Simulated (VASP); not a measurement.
# MgB2 (P6/mmm) in VASP: settings compared, part 2 of 2

VASP 6.6.1. The steps go on from the part before.

## (3) Electric field gradients, LDA

Input file INCAR:

```
  PREC = Accurate
  ENCUT = 300
  EDIFF = 1E-7
  ISMEAR = -1
  SIGMA = 0.05
  LREAL = F
  LASPH = T
  NELM = 60
  ALGO = Normal
  ISIF = 2
  LWAVE = F
  LCHARG = F
  LEFG = T
```

Input file KPOINTS:

```
Automatic mesh
0
Gamma
  4 4 3
```

Input file POSCAR:

```
MgB2
1.0
    3.0850000000      0.0000000000      0.0000000000
   -1.5425000000      2.6716883707      0.0000000000
    0.0000000000      0.0000000000      3.5230000000
Mg B
1 2
Direct
    0.0000000000      0.0000000000      0.0000000000
    0.3333333333      0.6666666667      0.5000000000
    0.6666666667      0.3333333333      0.5000000000
```

Potentials or basis: VASP PAW LDA potentials, release 64 (Mg, B).

Started as:

```console
$ cat potpaw_LDA.64/Mg/POTCAR potpaw_LDA.64/B/POTCAR > POTCAR
$ mpirun -np 1 vasp_std > vasp.out
```

OUTCAR:

```text
PREC = Accurate
   ENCUT = 300
   EDIFF = 1E-7
   ISMEAR = -1
   LREAL = F
   LASPH = T
   NELM = 60
   ISIF = 2

 ion  position               nearest neighbor table
   1  0.000  0.000  0.000-   2 2.51   3 2.51   2 2.51   3 2.51   3 2.51   3 2.51   2 2.51   2 2.51
                             3 2.51   3 2.51   2 2.51   2 2.51
   2  0.333  0.667  0.500-   3 1.78   3 1.78   3 1.78   1 2.51   1 2.51   1 2.51   1 2.51   1 2.51
                             1 2.51
   3  0.667  0.333  0.500-   2 1.78   2 1.78   2 1.78   1 2.51   1 2.51   1 2.51   1 2.51   1 2.51
                             1 2.51

  LATTYP: Found a hexagonal cell.
 ALAT       =     3.0850000000
 C/A-ratio  =     1.1419773096

  Lattice vectors:

 A1 = (   3.0850000000,   0.0000000000,   0.0000000000)
 A2 = (  -1.5425000000,   2.6716883707,   0.0000000000)
 A3 = (   0.0000000000,   0.0000000000,   3.5230000000)

Analysis of symmetry for initial positions (statically):
=====================================================================
 Subroutine PRICEL returns:
 Original cell was already a primitive cell.

 Routine SETGRP: Setting up the symmetry group for a
 hexagonal supercell.

 Subroutine GETGRP returns: Found 24 space group operations
 (whereof 24 operations were pure point group operations)
 out of a pool of 24 trial point group operations.

The static configuration has the point symmetry D_6h.

Analysis of symmetry for dynamics (positions and initial velocities):
=====================================================================
 Subroutine PRICEL returns:
 Original cell was already a primitive cell.

 Routine SETGRP: Setting up the symmetry group for a
 hexagonal supercell.

 Subroutine GETGRP returns: Found 24 space group operations
 (whereof 24 operations were pure point group operations)
 out of a pool of 24 trial point group operations.

The dynamic configuration has the point symmetry D_6h.

 Subroutine INISYM returns: Found 24 space group operations
 (whereof 24 operations are pure point group operations),
 and found     1 'primitive' translations

----------------------------------------------------------------------------------------

                                     Primitive cell

  volume of cell :      29.0371

  direct lattice vectors                    reciprocal lattice vectors
     3.085000000  0.000000000  0.000000000     0.324149109  0.187147575  0.000000000
    -1.542500000  2.671688371  0.000000000     0.000000000  0.374295150  0.000000000
     0.000000000  0.000000000  3.523000000     0.000000000  0.000000000  0.283848992

  length of vectors
     3.085000000  3.085000000  3.523000000     0.374295150  0.374295150  0.283848992

  position of ions in fractional coordinates (direct lattice)
     0.000000000  0.000000000  0.000000000
     0.333333333  0.666666667  0.500000000
     0.666666667  0.333333333  0.500000000

  ion indices of the primitive-cell ions
   primitive index   ion index
                 1           1
                 2           2
                 3           3

[... 71 lines left out ...]
   IALGO  =     38    algorithm
   IMIX   =      4    mixing-type and parameters
     AMIX     =   0.40;   BMIX     =  1.00
     AMIX_MAG =   1.60;   BMIX_MAG =  1.00
  volume/ion in A,a.u.               =       9.68        65.32
  Fermi-wavevector in a.u.,A,eV,Ry     =   1.065255  2.013040 15.439462  1.134768
  Thomas-Fermi vector in A             =   2.200801
   LORBIT       =      0    0 simple, 1 ext, 2 COOP (PROOUT), +10 PAW based schemes
   GGA     = CA    functional components
   LHFCALC =     F    Hartree Fock is set to
   AEXX    =    0.0000 exact exchange contribution
   IVDW    =     0    specifies the selected vdW correction
   LEPSILON=     F    determine dielectric tensor
   LRPA    =     F    only Hartree local field effects (RPA)
 non-spin polarized calculation
  energy-cutoff  :      300.00
  volume of cell :       29.04
 maximum number of plane-waves:       352
 NGX is ok and might be reduce to    18
   NGX =  9   NGY =  9   NGZ =  9

 number of electron       8.0000001 magnetization

 Free energy of the ion-electron system (eV)
  ---------------------------------------------------
  ext. energy  EPLUGINS =         0.00000000
  ---------------------------------------------------
  free energy    TOTEN  =       -17.09557043 eV

  energy without entropy =      -17.08922965  energy(sigma->0) =      -17.09240004

 E-fermi :   5.5190     XC(G=0): -11.0903

 val. band max:        5.4457715751   @ k =   0.5000   0.0000   0.0000
 cond. band min:       5.5630763179   @ k =   0.0000   0.0000   0.0000
 fundamental gap:      0.1173047427
 Fermi energy:         5.5189899689

 k-point     1 :       0.0000    0.0000    0.0000
  band No.  band energies     occupation
      1      -7.0762      2.00000
      2       2.3008      2.00000
      3       5.5631      0.58564
      4       5.5631      0.58563
      5       6.8629      0.00000
      6      11.4796      0.00000
      7      11.4796      0.00000
      8      13.4341      0.00000
[... 67 lines left out ...]
 k-point     8 :       0.2500    0.2500    0.3333
  band No.  band energies     occupation
      1      -3.2355      2.00000
      2       0.1703      2.00000
      3       1.0731      2.00000
      4       2.1093      2.00000
      5       5.8654      0.00196
      6      10.4829      0.00000
      7      14.2055      0.00000
      8      15.1946      0.00000

------------------------ aborting loop because EDIFF is reached ----------------------------------------

  FORCE on cell =-STRESS in cart. coord.  units (eV):
  Direction    XX          YY          ZZ          XY          YZ          ZX
  --------------------------------------------------------------------------------------
  -------------------------------------------------------------------------------------
  Total       -2.6337601     -2.6337601     -0.1384350     -0.0000000      0.0000000     -0.0000000
  in kB     -145.3226082   -145.3226082     -7.6384102     -0.0000000      0.0000000     -0.0000000
  external PRESSURE =     -99.4278755 kB  Pullay stress =       0.0000000 kB

 VOLUME and BASIS-vectors are now :
 -----------------------------------------------------------------------------
  energy-cutoff  :      300.00
  volume of cell :       29.04
      direct lattice vectors                 reciprocal lattice vectors
     3.085000000  0.000000000  0.000000000     0.324149109  0.187147575  0.000000000
    -1.542500000  2.671688371  0.000000000     0.000000000  0.374295150  0.000000000
     0.000000000  0.000000000  3.523000000     0.000000000  0.000000000  0.283848992

 POSITION                                       TOTAL-FORCE (eV/Angst)
 -----------------------------------------------------------------------------------
      0.00000      0.00000      0.00000        -0.000000      0.000000      0.000000
     -0.00000      1.78113      1.76150        -0.000000      0.000000      0.000000
      1.54250      0.89056      1.76150         0.000000     -0.000000     -0.000000
 -----------------------------------------------------------------------------------
    total drift:                                0.000000     -0.000000      0.000000

  FREE ENERGIE OF THE ION-ELECTRON SYSTEM (eV)
  ---------------------------------------------------
  free  energy   TOTEN  =       -17.0955704328 eV

  energy  without entropy=      -17.0892296504  energy(sigma->0) =      -17.09240004

 Electric field gradients (V/A^2)
---------------------------------------------------------------------
 ion       V_xx      V_yy      V_zz      V_xy      V_xz      V_yz
---------------------------------------------------------------------
   1       4.172     4.172    -8.343    -0.000     0.000     0.000
   2      -7.519    -7.519    15.037    -0.000     0.000    -0.000
   3      -7.519    -7.519    15.037    -0.000     0.000    -0.000
---------------------------------------------------------------------

 Electric field gradients after diagonalization (V/A^2)
 (convention: |V_zz| > |V_xx| > |V_yy|)
----------------------------------------------------------------------
 ion       V_xx      V_yy      V_zz     asymmetry (V_yy - V_xx)/ V_zz
----------------------------------------------------------------------
   1       4.172     4.172    -8.343       0.000
   2      -7.519    -7.519    15.037       0.000
   3      -7.519    -7.519    15.037       0.000
----------------------------------------------------------------------

           NMR quadrupolar parameters

 Cq : quadrupolar parameter    Cq=e*Q*V_zz/h
 eta: asymmetry parameters     (V_yy - V_xx)/ V_zz
 Q  : nuclear electric quadrupole moment in mb (millibarn)
----------------------------------------------------------------------
 ion       Cq(MHz)       eta       Q (mb)
----------------------------------------------------------------------
   1      -0.020       0.000       1.000
   2       0.036       0.000       1.000
   3       0.036       0.000       1.000
----------------------------------------------------------------------
```

OSZICAR:

```text
N       E                     dE             d eps       ncg     rms          rms(c)
DAV:   1    -0.504348647672E+01   -0.50435E+01   -0.30663E+03   136   0.530E+02
DAV:   2    -0.187836272951E+02   -0.13740E+02   -0.12255E+02   192   0.744E+01
DAV:   3    -0.189170956484E+02   -0.13347E+00   -0.13344E+00   144   0.949E+00
DAV:   4    -0.189173332275E+02   -0.23758E-03   -0.23758E-03   208   0.332E-01
DAV:   5    -0.189173332669E+02   -0.39367E-07   -0.39346E-07   168   0.505E-03    0.530E+00
DAV:   6    -0.173244755004E+02    0.15929E+01   -0.27885E+00   128   0.893E+00    0.217E+00
DAV:   7    -0.171017352791E+02    0.22274E+00   -0.90928E-01   160   0.509E+00    0.676E-01
DAV:   8    -0.170960255567E+02    0.57097E-02   -0.10623E-02   128   0.935E-01    0.140E-01
DAV:   9    -0.170955757394E+02    0.44982E-03   -0.52408E-04   200   0.164E-01    0.308E-02
DAV:  10    -0.170955708865E+02    0.48529E-05   -0.12034E-05   160   0.247E-02    0.580E-03
DAV:  11    -0.170955704349E+02    0.45159E-06   -0.66179E-07   160   0.620E-03    0.415E-04
DAV:  12    -0.170955704328E+02    0.21735E-08   -0.12868E-08   112   0.817E-04
   1 F= -.17095570E+02 E0= -.17092400E+02  d E =-.634078E-02
```

Run time: 1.5 s. Hardware: 1 thread of Intel Xeon Platinum 8488C (Sapphire Rapids), shared host; peak memory 0.1 GiB.

The run converged, but a check on its numbers failed (symmetry, net force, bounds or a known fault of this set-up), so they aren't taken as properties of the crystal.

Caveat: the k mesh is coarse (spacing up to 0.59 Å⁻¹), so the values aren't converged; the cutoff lies under the usual one of these potentials, so the numbers hold a large basis-set error.

## (4) Electric field gradients, PBEsol

Edit INCAR of step 3 so:

```diff
@@ -1,3 +1,3 @@
   PREC = Accurate
-  ENCUT = 300
+  ENCUT = 520
   EDIFF = 1E-7
@@ -12,2 +12,3 @@
   LCHARG = F
+  GGA = PS
   LEFG = T
```

KPOINTS is that of step 3.

POSCAR is that of step 3.

Potentials or basis: VASP PAW PBE potentials, release 64 (Mg, B).

Started as:

```console
$ cat potpaw_PBE.64/Mg/POTCAR potpaw_PBE.64/B/POTCAR > POTCAR
$ mpirun -np 1 vasp_std > vasp.out
```

OUTCAR:

```text
PREC = Accurate
   ENCUT = 520
   EDIFF = 1E-7
   ISMEAR = -1
   LREAL = F
   LASPH = T
   NELM = 60
   ISIF = 2
   GGA = PS

 ion  position               nearest neighbor table
   1  0.000  0.000  0.000-   2 2.51   3 2.51   2 2.51   3 2.51   3 2.51   3 2.51   2 2.51   2 2.51
                             3 2.51   3 2.51   2 2.51   2 2.51
   2  0.333  0.667  0.500-   3 1.78   3 1.78   3 1.78   1 2.51   1 2.51   1 2.51   1 2.51   1 2.51
                             1 2.51
   3  0.667  0.333  0.500-   2 1.78   2 1.78   2 1.78   1 2.51   1 2.51   1 2.51   1 2.51   1 2.51
                             1 2.51

  LATTYP: Found a hexagonal cell.
 ALAT       =     3.0850000000
 C/A-ratio  =     1.1419773096

  Lattice vectors:

 A1 = (   3.0850000000,   0.0000000000,   0.0000000000)
 A2 = (  -1.5425000000,   2.6716883707,   0.0000000000)
 A3 = (   0.0000000000,   0.0000000000,   3.5230000000)

Analysis of symmetry for initial positions (statically):
=====================================================================
 Subroutine PRICEL returns:
 Original cell was already a primitive cell.

 Routine SETGRP: Setting up the symmetry group for a
 hexagonal supercell.

 Subroutine GETGRP returns: Found 24 space group operations
 (whereof 24 operations were pure point group operations)
 out of a pool of 24 trial point group operations.

The static configuration has the point symmetry D_6h.

Analysis of symmetry for dynamics (positions and initial velocities):
=====================================================================
 Subroutine PRICEL returns:
[... 231 lines left out ...]
      3       1.0305      2.00000
      4       2.0746      2.00000
      5       5.8415      0.00296
      6      10.5630      0.00000
      7      14.2101      0.00000
      8      15.1864      0.00000

------------------------ aborting loop because EDIFF is reached ----------------------------------------

  FORCE on cell =-STRESS in cart. coord.  units (eV):
  Direction    XX          YY          ZZ          XY          YZ          ZX
  --------------------------------------------------------------------------------------
  -------------------------------------------------------------------------------------
  Total       -1.3957496     -1.3957496      0.9632017      0.0000000      0.0000000      0.0000000
  in kB      -77.0130785    -77.0130785     53.1464458      0.0000000      0.0000000      0.0000000
  external PRESSURE =     -33.6265704 kB  Pullay stress =       0.0000000 kB

 VOLUME and BASIS-vectors are now :
 -----------------------------------------------------------------------------
  energy-cutoff  :      520.00
  volume of cell :       29.04
      direct lattice vectors                 reciprocal lattice vectors
     3.085000000  0.000000000  0.000000000     0.324149109  0.187147575  0.000000000
    -1.542500000  2.671688371  0.000000000     0.000000000  0.374295150  0.000000000
     0.000000000  0.000000000  3.523000000     0.000000000  0.000000000  0.283848992

 POSITION                                       TOTAL-FORCE (eV/Angst)
 -----------------------------------------------------------------------------------
      0.00000      0.00000      0.00000         0.000000      0.000000      0.000000
     -0.00000      1.78113      1.76150         0.000000     -0.000000      0.000000
      1.54250      0.89056      1.76150        -0.000000      0.000000      0.000000
 -----------------------------------------------------------------------------------
    total drift:                                0.000000     -0.000000      0.000000

  FREE ENERGIE OF THE ION-ELECTRON SYSTEM (eV)
  ---------------------------------------------------
  free  energy   TOTEN  =       -16.0897980673 eV

  energy  without entropy=      -16.0841249459  energy(sigma->0) =      -16.08696151

 Electric field gradients (V/A^2)
---------------------------------------------------------------------
 ion       V_xx      V_yy      V_zz      V_xy      V_xz      V_yz
---------------------------------------------------------------------
   1       3.997     3.997    -7.993    -0.000     0.000    -0.000
   2      -7.308    -7.308    14.617    -0.000     0.000     0.000
   3      -7.308    -7.308    14.617    -0.000     0.000     0.000
---------------------------------------------------------------------

 Electric field gradients after diagonalization (V/A^2)
 (convention: |V_zz| > |V_xx| > |V_yy|)
----------------------------------------------------------------------
 ion       V_xx      V_yy      V_zz     asymmetry (V_yy - V_xx)/ V_zz
----------------------------------------------------------------------
   1       3.997     3.997    -7.993       0.000
   2      -7.308    -7.308    14.617       0.000
   3      -7.308    -7.308    14.617       0.000
----------------------------------------------------------------------

           NMR quadrupolar parameters

 Cq : quadrupolar parameter    Cq=e*Q*V_zz/h
 eta: asymmetry parameters     (V_yy - V_xx)/ V_zz
 Q  : nuclear electric quadrupole moment in mb (millibarn)
----------------------------------------------------------------------
 ion       Cq(MHz)       eta       Q (mb)
----------------------------------------------------------------------
   1      -0.019       0.000       1.000
   2       0.035       0.000       1.000
   3       0.035       0.000       1.000
----------------------------------------------------------------------
```

stdout:

```text
POSCAR found type information on POSCAR MgB
 POSCAR found :  2 types and       3 ions
 scaLAPACK will be used
 -----------------------------------------------------------------------------
|                                                                             |
|                                                                             |
|     You enforced a specific xc type in the INCAR file but a different       |
|     I HOPE YOU KNOW WHAT YOU ARE DOING!                                     |
|                                                                             |
 -----------------------------------------------------------------------------

 LDA part: xc-table for (Slater+PW92), standard interpolation
 POSCAR, INCAR and KPOINTS ok, starting setup
 FFT: planning ... GRIDC
 FFT: planning ... GRID_SOFT
 FFT: planning ... GRID
 WAVECAR not read
 entering main loop
ion   1

ion   2

ion   3
```

It took 3 s on 1 thread of Intel Xeon Platinum 8488C (Sapphire Rapids), shared host; peak memory 0.13 GiB.

What came out:

```yaml
Free_energy: -16.0898 eV
Pressure: -3.4 GPa
Band_gap_on_the_k_mesh: none (metal or under the smearing width)
```

Electric field gradients, principal values (V/Å²):
```csv
atom,Vxx,Vyy,Vzz
1 Mg,3.997,3.997,-7.993
2 B,-7.308,-7.308,14.617
3 B,-7.308,-7.308,14.617
```

Caveat: the k mesh is coarse (spacing up to 0.59 Å⁻¹), so the values aren't converged; the PAW data sets were made with another functional, which shifts forces and pressure a little.
